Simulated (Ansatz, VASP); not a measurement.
Ba in VASP and in Ansatz

```
Ba
1.0
    -2.37894    2.37894    2.37894
     2.37894   -2.37894    2.37894
     2.37894    2.37894   -2.37894
Ba
1
Direct
  0.00000 0.00000 0.00000
```

Alike in both runs: task single point; functional LDA; k mesh 9 × 9 × 9; occupations gaussian, width 0.3 eV; no spin polarisation.

|  | VASP | Ansatz |
| --- | --- | --- |
| version | VASP 6.6.1 | Ansatz 0.2.0 |
| potentials or method | VASP PAW LDA potentials, release 64 (Ba_sv) | plane waves (420 eV) with PAW, scalar-relativistic |
| plane-wave cutoff (eV) | 520 | 420 |
| valence electrons in the cell | 10 | 10 |

Ansatz gave:

```
pressure (GPa) : 0.0
```

**Question.** Estimate VASP's values.

**Answer.** Pressure (GPa): 0.1.

Ansatz warned: «pseudo_functional_mismatch».

Spin-orbit coupling is left out, which matters for the levels of Ba.
